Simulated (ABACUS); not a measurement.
# Ge (Fd-3m) in ABACUS: notebook

One crystal, Ge, is run at these levels: LDA-PW92; tasks: single point, relaxation of cell and atoms.

Everything below comes from runs of ABACUS 3.10.1. Logs are shortened: lines on timing, memory, paths and dates and some standing lists are left out, and cuts for length are marked.

**The experiment to reproduce.**

From “Electronic and optical properties of SixGe1-x-ySny alloys lattice-matched to Ge”, 2021, arxiv:2109.02782, for a bulk crystal of Ge at 293 K: band gap 0.666 eV (indirect).

The runs below are set against these values where they give the same quantity.

## Step 1: Starting point

It takes space group Fd-3m (No. 227, cubic). The conventional cell has a = 5.658 Å, b = 5.658 Å, c = 5.658 Å, α = 90.00°, β = 90.00°, γ = 90.00°. Around Ge (site symmetry -43m) lie 4 Ge at 2.45 Å.

## Step 2: Single point, LDA-PW92

Input file run_abacus.py:

```python
"""ABACUS run from a structure file: ASE reads it, the script writes STRU, KPT and INPUT."""
import re
import subprocess
from ase.io import read
from ase.units import Bohr

atoms = read("Ge.xyz")
atoms = atoms[(-atoms.numbers).argsort(kind="stable")]  # ABACUS lists atoms element by element
pseudo = {'Ge': 'Ge.upf'}
orbital = {}
magmoms = None
kmesh = [6, 6, 6]
params = {
    'suffix': 'Ge',
    'calculation': 'scf',
    'basis_type': 'pw',
    'pseudo_dir': './',
    'symmetry': 1,
    'dft_functional': 'LDA_X+LDA_C_PW',
    'ecutwfc': 79,
    'pseudo_rcut': 10,
    'nspin': 1,
    'nbands': 24,
    'ks_solver': 'dav',
    'smearing_method': 'fd',
    'smearing_sigma': 0.00367493,
    'scf_thr': 1e-08,
    'scf_nmax': 100,
    'mixing_type': 'broyden',
    'mixing_beta': 0.7,
    'cal_force': 1,
    'cal_stress': 1,
    'out_chg': 1,
    'kpar': 4,
}

symbols = atoms.get_chemical_symbols()
elements = list(dict.fromkeys(symbols))
lines = ["ATOMIC_SPECIES"] + [f"{e} {atoms.get_masses()[symbols.index(e)]:.4f} {pseudo[e]}" for e in elements]
if orbital:
    lines += ["", "NUMERICAL_ORBITAL"] + [orbital[e] for e in elements]
lines += ["", "LATTICE_CONSTANT", f"{1 / Bohr:.10f}", "", "LATTICE_VECTORS"]
lines += [" ".join(f"{x:.10f}" for x in v) for v in atoms.cell]
lines += ["", "ATOMIC_POSITIONS", "Direct"]
for e in elements:
    lines += ["", e, "0.0", str(symbols.count(e))]
    for i, p in enumerate(atoms.get_scaled_positions(wrap=False)):
        if symbols[i] == e:
            mag = "" if magmoms is None else " mag " + " ".join(str(x) for x in (magmoms[i] if isinstance(magmoms[i], list) else [magmoms[i]]))
            lines.append(" ".join(f"{x:.10f}" for x in p) + " 1 1 1" + mag)
open("STRU", "w").write("\n".join(lines) + "\n")
open("KPT", "w").write("K_POINTS\n0\nGamma\n%d %d %d 0 0 0\n" % tuple(kmesh))
open("INPUT", "w").write("INPUT_PARAMETERS\n" + "".join(f"{k:<20s}{v}\n" for k, v in params.items()))

done = subprocess.run(['mpirun', '-np', '4', 'abacus'])
if done.returncode:
    raise SystemExit(done.returncode)
log = open("OUT.Ge/running_scf.log").read()
print("final energy (eV):", re.findall(r"FINAL_ETOT_IS (\S+)", log))
```

Input file Ge.xyz:

```xyz
2
Lattice="0.0000000000 2.8289100000 2.8289100000 2.8289100000 0.0000000000 2.8289100000 2.8289100000 2.8289100000 0.0000000000" Properties=species:S:1:pos:R:3 pbc="T T T"
Ge     4.2433650000      4.2433650000      4.2433650000
Ge     2.8289100000      2.8289100000      2.8289100000
```

Potentials or basis: PseudoDojo NC SR 0.4.1 LDA standard, plane waves.

Run with:

```console
$ OMP_NUM_THREADS=1 python run_abacus.py > log
```

running log:

```text
ABACUS v3.10.1

               Atomic-orbital Based Ab-initio Computation at UStc

 ------------------------------------------------------------------------------------

 READING GENERAL INFORMATION
                           global_out_dir = OUT.Ge/
                           global_in_card = INPUT
                               pseudo_dir = ./
                              orbital_dir =
                                    DSIZE = 4
                                    GSIZE = 1

 READING UNITCELL INFORMATION
                                    ntype = 1
                  lattice constant (Bohr) = 1.88973
              lattice constant (Angstrom) = 1

 READING ATOM TYPE 1
                               atom label = Ge
                      L=0, number of zeta = 1
                      L=1, number of zeta = 1
                      L=2, number of zeta = 1
             number of atom for this type = 2

                        TOTAL ATOM NUMBER = 2
DIRECT COORDINATES
    atom                   x                   y                   z     mag                  vx                  vy                  vz
taud_Ge1            0.7500000000        0.7500000000        0.7500000000  0.0000        0.0000000000        0.0000000000        0.0000000000
taud_Ge2            0.5000000000        0.5000000000        0.5000000000  0.0000        0.0000000000        0.0000000000        0.0000000000

                          Volume (Bohr^3) = 305.551
                             Volume (A^3) = 45.278

 Lattice vectors: (Cartesian coordinate: in unit of a_0)
                   +0            +2.82891            +2.82891
             +2.82891                  +0            +2.82891
             +2.82891            +2.82891                  +0
 Reciprocal vectors: (Cartesian coordinate: in unit of 2 pi/a_0)
            -0.176747           +0.176747           +0.176747
            +0.176747           -0.176747           +0.176747
            +0.176747           +0.176747           -0.176747
 The esolver type has been set to : ksdft_pw

                PAO radial cut off (Bohr) = 10

 Read in pseudopotential file is Ge.upf
                     pseudopotential type = NC
          exchange-correlation functional = SLA PW NOGXNOGC
                 nonlocal core correction = 1
                        valence electrons = 14
                                     lmax = 2
                           number of zeta = 3
                     number of projectors = 6
                           L of projector = 0
                           L of projector = 0
                           L of projector = 1
                           L of projector = 1
                           L of projector = 2
                           L of projector = 2
 XC functional updated to : LDA_X+LDA_C_PW
          exchange-correlation functional = LDA_X+LDA_C_PW
     initial pseudo atomic orbital number = 18

 SETUP THE ELECTRONS NUMBER
            electron number of element Ge = 14
      total electron number of element Ge = 28
            AUTOSET number of electrons:  = 28
                           occupied bands = 14
                                   NBANDS = 24
                                   NLOCAL = 18

%%%%%%%%%%%%%%%%%%%%%%%%%%%%%%%%%%%%%%%%%%%%%%%%%%%%%%%%%%%%%%%%%%%%%%%%%%%%%%%%%%%%%%%%%%%%%%%%%%%%%%%%%%
 Warning: the number of valence electrons in pseudopotential > 4 for Ge: [Ar] 3d10 4s2 4p2
 Pseudopotentials with additional electrons can yield (more) accurate outcomes, but may be less efficient.
 If you're confident that your chosen pseudopotential is appropriate, you can safely ignore this warning.
%%%%%%%%%%%%%%%%%%%%%%%%%%%%%%%%%%%%%%%%%%%%%%%%%%%%%%%%%%%%%%%%%%%%%%%%%%%%%%%%%%%%%%%%%%%%%%%%%%%%%%%%%%

 SETUP THE PLANE WAVE BASIS
 energy cutoff for charge/potential (unit:Ry) = 316
            fft grid for charge/potential = [ 45, 45, 45 ]
                        fft grid division = [ 1, 1, 1 ]
        big fft grid for charge/potential = [ 45, 45, 45 ]
                                     nbxx = 91125
                                     nrxx = 91125

 SETUP PLANE WAVES FOR CHARGE/POTENTIAL
                    number of plane waves = 29003
                         number of sticks = 1261

 PARALLEL PW FOR CHARGE/POTENTIAL
     PROC   COLUMNS(POT)             PW
        1           1261          29003
 --------------- sum -------------------
        1           1261          29003
                            number of |g| = 308
                                  max |g| = 28.584
                                  min |g| = 0

----------- Double Check Mixing Parameters Begin ------------
mixing_type: broyden
mixing_beta: 0.7
mixing_gg0: 1
mixing_gg0_min: 0.1
mixing_ndim: 8
----------- Double Check Mixing Parameters End ------------

 LATTICE VECTORS: (CARTESIAN COORDINATE: IN UNIT OF A0)
                   +0            +2.82891            +2.82891
[... 23 lines left out ...]
                                       C2 = 3
                                       C3 = 8
                                       C4 = 0
                                       C6 = 0
                                       S1 = 6
                                       S3 = 0
                                       S4 = 6
                                       S6 = 0
                              POINT GROUP = T_d
               POINT GROUP IN SPACE GROUP = O_h

 SETUP K-POINTS
                                    nspin = 1
                   Input type of k points = Monkhorst-Pack(Gamma)
                                   nkstot = 216
                       right hand lattice = 1
(for reciprocal lattice: )
                             BRAVAIS TYPE = 2
                     BRAVAIS LATTICE NAME = 02. Cubic I (body-centered)
                                    ibrav = 2
                       right hand lattice = 1
(for k-lattice: )
                             BRAVAIS TYPE = 2
                     BRAVAIS LATTICE NAME = 02. Cubic I (body-centered)
                                    ibrav = 2
                       right hand lattice = 1
                        ROTATION MATRICES = 48
                               nkstot_ibz = 16
K-POINTS REDUCTION ACCORDING TO SYMMETRY
     IBZ    DIRECT_X    DIRECT_Y    DIRECT_Z  WEIGHT  ibz2bz
       1  0.00000000  0.00000000  0.00000000  0.0046       0
       2  0.16666667  0.16666667  0.16666667  0.0370       1
       3  0.33333333  0.33333333  0.33333333  0.0370       2
       4  0.50000000  0.50000000  0.50000000  0.0185       3
       5  0.16666667  0.16666667  0.00000000  0.0278       7
       6  0.33333333  0.33333333  0.16666667  0.1111       8
[... 8 lines left out ...]
      15  0.50000000  0.33333333 -0.33333333  0.1111      52
      16  0.50000000  0.33333333 -0.16666667  0.0556      58

                               nkstot now = 16
[... K-POINTS DIRECT COORDINATES: 16 rows ...]

           k-point number in this process = 4
       minimum distributed K point number = 4
[... stars of the k points ...]

[... K-POINTS CARTESIAN COORDINATES: 4 rows ...]

[... K-POINTS DIRECT COORDINATES: 4 rows ...]

 SETUP PLANE WAVES FOR WAVE FUNCTIONS
     energy cutoff for wavefunc (unit:Ry) = 79
              fft grid for wave functions = [ 45, 45, 45 ]
                    number of plane waves = 4279
                         number of sticks = 349

 PARALLEL PW FOR WAVE FUNCTIONS
     PROC   COLUMNS(POT)             PW
        1            349           4279
 --------------- sum -------------------
        1            349           4279

 SETUP NONLOCAL PSEUDOPOTENTIALS IN PLANE WAVE BASIS
 Ge non-local projectors:
 projector 1 L=0
 projector 2 L=0
 projector 3 L=1
 projector 4 L=1
 projector 5 L=2
 projector 6 L=2
      TOTAL NUMBER OF NONLOCAL PROJECTORS = 36

 Init Non-Local PseudoPotential table :
 Init Non-Local-Pseudopotential done.

                                     npwx = 3695

 Make real space PAO into reciprocal space.
       max mesh points in Pseudopotential = 1001
     dq(describe PAO in reciprocal space) = 0.01
                                    max q = 1071

 number of pseudo atomic orbitals for Ge is 3
WARNING: norm of atomic wavefunction # 3 of atomic type Ge is 0.999832, renormalized

 -------------------------------------------
 SELF-CONSISTENT
 -------------------------------------------
                                 init_chg = atomic

 PW ALGORITHM --------------- ION=   1  ELEC=   1--------------------------------

 Notice: Threshold on eigenvalues was too large.
 hsover_error=0.28 > DRHO=0.035699
 Origin diag ethr = 0.01
 New diag ethr = 0.000127497

 Density error is 0.0360814040566
                          Error Threshold = 0.000127496512396
----------------------------------------------------------
     Energy           Rydberg                 eV
----------------------------------------------------------
 E_KohnSham     -356.9363532003      -4856.3682268653
 E_Harris       -356.4683781801      -4850.0011000676
 E_Fermi        0.6540339268         8.8985880893
----------------------------------------------------------
[... 51 lines left out ...]
 Density error is 5.44338895404e-09
                          Error Threshold = 4.33165653466e-10
----------------------------------------------------------
     Energy           Rydberg                 eV
----------------------------------------------------------
 E_KohnSham     -356.9370605072      -4856.3778502692
 E_KS(sigma->0) -356.9369864567      -4856.3768427602
 E_Harris       -356.9367892195      -4856.3741592107
 E_band         -20.7840963763       -282.7821384982
 E_one_elec     -184.3027729493      -2507.5678693103
 E_Hartree      110.7260714707       1506.5054891570
 E_xc           -85.8594528500       -1168.1777859222
 E_Ewald        -197.5007580777      -2687.1356691758
 E_entropy(-TS) -0.0001481010        -0.0020150180
 E_descf        0.0000000000         0.0000000000
 E_exx          0.0000000000         0.0000000000
 E_Fermi        0.6776299529         9.2196284946
----------------------------------------------------------

 charge density convergence is achieved
 final etot is -4856.3778503 eV
 EFERMI = 9.2196284946 eV

 STATE ENERGY(eV) AND OCCUPATIONS    NSPIN == 1
 1/4 kpoint (Cartesian) = 0.0000 0.0000 0.0000 (3695 pws)
       1       -15.7024     0.00925926
       2       -15.7024     0.00925926
       3       -15.7024     0.00925926
       4       -15.6659     0.00925926
       5       -15.6659     0.00925926
       6       -15.4552     0.00925926
[... 94 lines left out ...]
      23        21.7068        0.00000
      24        21.7068        0.00000

------------------------------------------------------------------------------------------
 TOTAL-FORCE (eV/Angstrom)
------------------------------------------------------------------------------------------
                       Ge1         0.0000000000         0.0000000000         0.0000000000
                       Ge2         0.0000000000         0.0000000000         0.0000000000
------------------------------------------------------------------------------------------

----------------------------------------------------------------
 TOTAL-STRESS (KBAR)
----------------------------------------------------------------
       -12.3519623553        -0.0000000000         0.0000000000
        -0.0000000000       -12.3519623553         0.0000000000
        -0.0000000000         0.0000000000       -12.3519623553
----------------------------------------------------------------
 TOTAL-PRESSURE: -12.351962 KBAR

 --------------------------------------------
 !FINAL_ETOT_IS -4856.3778502691930044 eV
 --------------------------------------------
```

Wall time 2.8 s (4 MPI ranks of AMD EPYC 9R45 (Zen 5), shared host); peak memory 0.36 GiB.

Results:

* Free energy: -4856.3779 eV
* Pressure: -1.2 GPa
* Band gap on the k mesh: none (metal or under the smearing width)

Levels at points of the mesh, in eV from the Fermi level:
```tsv
k point	band 10	band 11	band 12	band 13	band 14	band 15	band 16	band 17	band 18
(0.00, 0.00, 0.00)	-24.66	-12.80	-0.17	0.02	0.02	0.02	2.55	2.55	2.55
(0.50, 0.50, 0.50)	-24.63	-10.71	-7.62	-1.38	-1.38	0.07	3.74	3.74	7.01
(0.50, 0.50, 0.00)	-24.62	-8.92	-8.92	-3.05	-3.05	0.69	0.69	9.43	9.43
```

Caveat: this crystal is a semiconductor, whose small gap the functional closes, so the metal is an error of the method.

[end of part 1 of 2]
